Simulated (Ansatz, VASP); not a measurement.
**Two plane-wave programs on GaP**

File INCAR:

```
SYSTEM = GaP
  ALGO = Fast
  EDIFF = 1E-6
  EDIFFG = -0.002
  ENCUT = 520
  GGA = PS
  IBRION = 2
  ISIF = 2
  ISMEAR = 0
  LASPH = .True.
  LCHARG = .False.
  LREAL = .False.
  LWAVE = .False.
  NELM = 100
  NSW = 60
  PREC = Accurate
  SIGMA = 0.02
```

KPOINTS

```
k-points
0
Gamma
  8 8 8
  0 0 0
```

The input POSCAR:

```
GaP
1.0
    0.0000000000      2.7090277513      2.7600132171
    2.7090277513      0.0000000000      2.7600132171
    2.7090277513      2.7090277513      0.0000000000
Ga P
1 1
Direct
    0.0000000000      0.0000000000      0.0000000000
    0.2500000000      0.2500000000      0.2500000000
```

Input for Ansatz:

```yaml
crystal:
  lattice:
    - [0.0, 2.7090277513, 2.7600132171]
    - [2.7090277513, 0.0, 2.7600132171]
    - [2.7090277513, 2.7090277513, 0.0]
  atoms:
    - { symbol: Ga, position: [0.0, 0.0, 0.0] }
    - { symbol: P, position: [0.25, 0.25, 0.25] }
basis:
  ecutwfc: 420
kpoints:
  mp_grid: { grid: [8, 8, 8] }
hamiltonian:
  xc: pbesol
scf:
  occupations: { method: gaussian, width: 0.02 }
output:
  forces: true
  stress: true
  eigenvalues: true
relax:
  adjacent_minimum: "off"
  f_tol: 0.002
  max_steps: 40
```

Change from the starting cell: strained cell.

Alike in both runs: task relaxation of the atoms; functional PBEsol; k mesh 8 × 8 × 8; occupations gaussian, width 0.02 eV; no spin polarisation.

|  | VASP | Ansatz |
| --- | --- | --- |
| version | VASP 6.6.1 | Ansatz 0.2.0 |
| potentials or method | VASP PAW PBE potentials, release 64 (Ga_d, P) | scalar-relativistic, plane waves, PAW |
| plane-wave cutoff (eV) | 520 | 420 |
| valence electrons in the cell | 18 | 18 |

```csv
,VASP,Ansatz,Ansatz less VASP
"gap on the k mesh at the Fermi level, each at its own relaxed structure (eV)",1.43,1.43,-0.001
```

Ansatz warned: «stress_scf_threshold_loose».

Caveats: the relaxation stopped at its first step, so nothing moved. A k mesh can miss the band edges.
